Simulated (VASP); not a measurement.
# CaO (Fm-3m) in VASP: settings compared, part 2 of 2

VASP 6.6.1. The steps go on from the part before.

## (4) Single point, HSE(alpha, omega)

POSCAR reads:

```
CaO
1.0
    0.0000000000      2.4035556960      2.4035556960
    2.4035556960      0.0000000000      2.4035556960
    2.4035556960      2.4035556960      0.0000000000
Ca O
1 1
Direct
    0.0000000000      0.0000000000      0.0000000000
    0.5000000000      0.5000000000      0.5000000000
```

INCAR.step1 reads:

```
SYSTEM = CaO
ALGO     = Normal         ! electronic algorithm
EDIFF    = 1E-5           ! SCF threshold, eV
ENCUT    = 520            ! plane-wave cutoff, eV
GGA      = PE             ! functional
ISIF     = 2              ! what is computed and relaxed
ISMEAR   = -5             ! smearing method
LASPH    = .TRUE.         ! aspherical terms in the spheres
LCHARG   = .FALSE.        ! write CHGCAR
LREAL    = .FALSE.        ! projectors in reciprocal space
LWAVE    = .TRUE.         ! write WAVECAR
NELM     = 80             ! most SCF steps
PREC     = Accurate       ! precision mode
SIGMA    = 0.2            ! smearing width, eV
```

INCAR.step2 reads:

```
SYSTEM = CaO
AEXX     = 0.05           ! exact-exchange fraction
ALGO     = Normal         ! electronic algorithm
EDIFF    = 1E-7           ! SCF threshold, eV
ENCUT    = 520            ! plane-wave cutoff, eV
GGA      = PE             ! functional
HFSCREEN = 0.2            ! screening, 1/A
ISIF     = 2              ! what is computed and relaxed
ISMEAR   = -5             ! smearing method
ISTART   = 1            
LASPH    = .TRUE.         ! aspherical terms in the spheres
LCHARG   = .FALSE.        ! write CHGCAR
LHFCALC  = .TRUE.         ! exact exchange
LREAL    = .FALSE.        ! projectors in reciprocal space
LWAVE    = .FALSE.        ! write WAVECAR
NELM     = 80             ! most SCF steps
PREC     = Accurate       ! precision mode
PRECFOCK = Fast         
SIGMA    = 0.2            ! smearing width, eV
```

KPOINTS reads:

```
k-points
0
G
  5 5 5
  0 0 0
```

Potentials or basis: VASP PAW PBE potentials, release 64 (Ca_sv, O).

The run is started by

```bash
cat potpaw_PBE.64/Ca_sv/POTCAR potpaw_PBE.64/O/POTCAR > POTCAR
cp INCAR.step1 INCAR
mpirun -np 1 vasp_std > vasp.out
cp INCAR.step2 INCAR
mpirun -np 1 vasp_std > vasp.out
```

OUTCAR:

```text
SYSTEM = CaO
   AEXX = 0.05
   EDIFF = 1E-7
   ENCUT = 520
   GGA = PE
   HFSCREEN = 0.2
   ISIF = 2
   ISMEAR = -5
   ISTART = 1
   LASPH = .TRUE.
   LHFCALC = .TRUE.
   LREAL = .FALSE.
   NELM = 80
   PREC = Accurate
   PRECFOCK = Fast

 ion  position               nearest neighbor table
   1  0.000  0.000  0.000-   2 2.40   2 2.40   2 2.40   2 2.40   2 2.40   2 2.40
   2  0.500  0.500  0.500-   1 2.40   1 2.40   1 2.40   1 2.40   1 2.40   1 2.40

  LATTYP: Found a face centered cubic cell.
 ALAT       =     4.8071113920

  Lattice vectors:

 A1 = (   0.0000000000,   2.4035556960,   2.4035556960)
 A2 = (   2.4035556960,   0.0000000000,   2.4035556960)
 A3 = (   2.4035556960,   2.4035556960,   0.0000000000)

Analysis of symmetry for initial positions (statically):
=====================================================================
 Subroutine PRICEL returns:
 Original cell was already a primitive cell.

 Routine SETGRP: Setting up the symmetry group for a
 face centered cubic supercell.

 Subroutine GETGRP returns: Found 48 space group operations
 (whereof 48 operations were pure point group operations)
 out of a pool of 48 trial point group operations.

The static configuration has the point symmetry O_h .

Analysis of symmetry for dynamics (positions and initial velocities):
=====================================================================
 Subroutine PRICEL returns:
 Original cell was already a primitive cell.

 Routine SETGRP: Setting up the symmetry group for a
 face centered cubic supercell.

 Subroutine GETGRP returns: Found 48 space group operations
 (whereof 48 operations were pure point group operations)
 out of a pool of 48 trial point group operations.

The dynamic configuration has the point symmetry O_h .

 Subroutine INISYM returns: Found 48 space group operations
 (whereof 48 operations are pure point group operations),
 and found     1 'primitive' translations

----------------------------------------------------------------------------------------

                                     Primitive cell
[... 117 lines left out ...]
 non-spin polarized calculation
 Fermi weights with tetrahedron method with Bloechl corrections
  energy-cutoff  :      520.00
  volume of cell :       27.77
 maximum number of plane-waves:       763
 NGX is ok and might be reduce to    28
  NGX = 16; NGY = 16; NGZ = 16

 number of electron      15.9999997 magnetization

 Free energy of the ion-electron system (eV)
  ---------------------------------------------------
  ext. energy  EPLUGINS =         0.00000000
  ---------------------------------------------------
  free energy    TOTEN  =       -13.20953618 eV

  energy without entropy =      -13.20953618  energy(sigma->0) =      -13.20953618

 E-fermi :   2.1970     XC(G=0): -10.0981

 val. band max:        2.1426476015   @ k =   0.0000   0.0000   0.0000
 cond. band min:       6.2899979209   @ k =   0.4000   0.4000   0.0000
 fundamental gap:      4.1473503194
 Fermi energy:         2.1969741815

 k-point     1 :       0.0000    0.0000    0.0000
  band No.  band energies     occupation
      1     -36.0212      2.00000
      2     -16.4901      2.00000
      3     -16.4901      2.00000
      4     -16.4901      2.00000
      5     -13.6949      2.00000
      6       2.1426      2.00000
      7       2.1426      2.00000
      8       2.1426      2.00000
      9       7.1474      0.00000
     10       8.7543      0.00000
     11       8.7543      0.00000
     12       8.7543      0.00000
[... 121 lines left out ...]
 k-point    10 :      -0.4000    0.4000    0.2000
  band No.  band energies     occupation
      1     -35.8943      2.00000
      2     -17.1736      2.00000
      3     -16.8258      2.00000
      4     -16.7193      2.00000
      5     -12.9799      2.00000
      6       0.5143      2.00000
      7       1.0843      2.00000
      8       1.2311      2.00000
      9       8.1428      0.00000
     10       9.7637      0.00000
     11      11.0452      0.00000
     12      11.8051      0.00000

------------------------ aborting loop because EDIFF is reached ----------------------------------------

  FORCE on cell =-STRESS in cart. coord.  units (eV):
  Direction    XX          YY          ZZ          XY          YZ          ZX
  --------------------------------------------------------------------------------------
  -------------------------------------------------------------------------------------
  Total        0.3087890      0.3087890      0.3087890      0.0000000     -0.0000000      0.0000000
  in kB       17.8147531     17.8147531     17.8147531      0.0000000     -0.0000000      0.0000000
  external PRESSURE =      17.8147531 kB  Pullay stress =       0.0000000 kB

 VOLUME and BASIS-vectors are now :
 -----------------------------------------------------------------------------
  energy-cutoff  :      520.00
  volume of cell :       27.77
      direct lattice vectors                 reciprocal lattice vectors
     0.000000000  2.403555696  2.403555696    -0.208025136  0.208025136  0.208025136
     2.403555696  0.000000000  2.403555696     0.208025136 -0.208025136  0.208025136
     2.403555696  2.403555696  0.000000000     0.208025136  0.208025136 -0.208025136

 POSITION                                       TOTAL-FORCE (eV/Angst)
 -----------------------------------------------------------------------------------
      0.00000      0.00000      0.00000         0.000000      0.000000      0.000000
      2.40356      2.40356      2.40356         0.000000     -0.000000     -0.000000
 -----------------------------------------------------------------------------------
    total drift:                                0.000000      0.000000      0.000000

  FREE ENERGIE OF THE ION-ELECTRON SYSTEM (eV)
  ---------------------------------------------------
  free  energy   TOTEN  =       -13.2095361842 eV

  energy  without entropy=      -13.2095361842  energy(sigma->0) =      -13.20953618
```

OSZICAR.step1:

```text
N       E                     dE             d eps       ncg     rms          rms(c)
DAV:   1     0.135744404965E+03    0.13574E+03   -0.89517E+03   240   0.140E+03
DAV:   2    -0.619182084340E+01   -0.14194E+03   -0.13140E+03   272   0.330E+02
DAV:   3    -0.142312676511E+02   -0.80394E+01   -0.79643E+01   316   0.821E+01
DAV:   4    -0.145087679636E+02   -0.27750E+00   -0.27735E+00   324   0.144E+01
DAV:   5    -0.145128557301E+02   -0.40878E-02   -0.40876E-02   308   0.203E+00    0.857E+00
DAV:   6    -0.128435620852E+02    0.16693E+01   -0.87943E+00   276   0.275E+01    0.362E+00
DAV:   7    -0.128013016443E+02    0.42260E-01   -0.71429E-01   316   0.837E+00    0.174E+00
DAV:   8    -0.128020584712E+02   -0.75683E-03   -0.81276E-02   268   0.327E+00    0.417E-01
DAV:   9    -0.128001891869E+02    0.18693E-02   -0.23558E-02   296   0.125E+00    0.135E-01
DAV:  10    -0.128006727569E+02   -0.48357E-03   -0.22499E-03   256   0.463E-01    0.268E-02
DAV:  11    -0.128007113673E+02   -0.38610E-04   -0.38023E-04   332   0.158E-01    0.299E-02
DAV:  12    -0.128006956400E+02    0.15727E-04   -0.69431E-05   284   0.883E-02    0.374E-03
DAV:  13    -0.128006954966E+02    0.14337E-06   -0.29376E-06   124   0.216E-02
   1 F= -.12800695E+02 E0= -.12800695E+02  d E =0.000000E+00
```

Wall time 1.8 min (1 thread of Intel Xeon 6975P-C (Granite Rapids), shared host); peak memory 0.25 GiB.

Results:

```
Free energy            : -13.2095 eV
Pressure               : 1.8 GPa
Band gap on the k mesh : 4.15 eV, indirect (least direct gap 4.53 eV)
```

Levels at points of the mesh, in eV from the valence-band top:
```
           k point  band 5  band 6  band 7  band 8  band 9  band 10  band 11  band 12
(0.00, 0.00, 0.00)  -15.84    0.00    0.00    0.00    5.00     6.61     6.61     6.61
```

Caveat: the k mesh is coarse (spacing up to 0.45 Å⁻¹), so the values aren't converged, least of all with exact exchange; the PAW data sets were made with another functional, which shifts forces and pressure a little; an odd mesh through Γ misses points on the zone boundary, where band edges often lie.

## (5) Single point, PBEsol

INCAR reads:

```
SYSTEM = CaO
PREC = Accurate
ENCUT = 520
EDIFF = 1E-6
ISMEAR = 0
SIGMA = 0.05
LREAL = .False.
LASPH = .True.
NELM = 100
ALGO = Normal
ISIF = 2
LWAVE = .False.
LCHARG = .False.
GGA = PS
```

KPOINTS reads:

```
regular mesh
0
Gamma
  10 10 10
  0 0 0
```

Edit POSCAR of step 4 so:

```diff
@@ -7,4 +7,4 @@
 1 1
-Direct
+Cartesian
     0.0000000000      0.0000000000      0.0000000000
-    0.5000000000      0.5000000000      0.5000000000
+    2.4035556960      2.4035556960      2.4035556960
```

The run is started by

```bash
cat potpaw_PBE.64/Ca_sv/POTCAR potpaw_PBE.64/O/POTCAR > POTCAR
mpirun -np 1 vasp_std > vasp.out
```

Wall time 17 s (1 thread of Intel Xeon Platinum 8488C (Sapphire Rapids), shared host); peak memory 0.16 GiB.

It converged, with:

```
Free energy            : -13.4083 eV
Pressure               : -2.2 GPa
Band gap on the k mesh : 3.54 eV, indirect (least direct gap 3.91 eV)
```

Levels at points of the mesh, in eV from the valence-band top:
```tsv
k point	band 5	band 6	band 7	band 8	band 9	band 10	band 11	band 12
(0.00, 0.00, 0.00)	-15.44	0.00	0.00	0.00	4.56	6.19	6.19	6.19
(0.50, 0.00, 0.00)	-14.21	-2.69	-1.22	-1.22	7.02	8.33	8.38	8.38
(0.50, 0.50, 0.00)	-15.20	-1.32	-0.38	-0.38	3.54	8.04	8.92	9.59
```

Caveat: the PAW data sets were made with another functional, which shifts forces and pressure a little.

## (6) The reference run

An earlier run on the cell as given: functional PBE; potentials or basis VASP PAW PBE potentials, release 64 (Ca_sv, O); cutoff 520 eV; k mesh 10 × 10 × 10; occupations fermi-dirac, width 0.05 eV; no spin polarisation.

* Pressure: 2.2 GPa
* Band gap on the k mesh: 3.64 eV, indirect (least direct gap 4.01 eV)

## (7) Summary

| level | k mesh | smearing | share of exact exchange | grid for exact exchange (PRECFOCK) | other keys | mesh quality | gap on the mesh (eV) | pressure (GPa) |
| --- | --- | --- | --- | --- | --- | --- | --- | --- |
| HSE(alpha, omega) | 5 × 5 × 5 | fermi-dirac 0.05 eV | 0.4 | Fast | - | coarse | 6.59 | -1.2 |
| HSE(alpha, omega) | 5 × 5 × 5 | fermi-dirac 0.05 eV | 0.5 | Fast | - | coarse | 7.32 | -2.0 |
| HSE(alpha, omega) | 5 × 5 × 5 | tetrahedron | 0.05 | Fast | ISMEAR = -5; SIGMA = 0.2 | coarse | 4.15 | 1.8 |
| PBEsol | 10 × 10 × 10 | gaussian 0.05 eV | - | - | - | not flagged | 3.54 | -2.2 |
| PBE | 10 × 10 × 10 | fermi-dirac 0.05 eV | - | - | - | not flagged | 3.64 | 2.2 |

Alike in all rows: task single point; potentials or basis VASP PAW PBE potentials, release 64 (Ca_sv, O); no spin polarisation; cell as given; cutoff (eV) 520.

Caveats: some runs use coarse meshes; the PAW data sets were made with another functional, which shifts forces and pressure a little (some runs); an odd mesh through Γ misses points on the zone boundary, where band edges often lie (some runs).

Absolute energies hang on the potentials; compare differences alone.
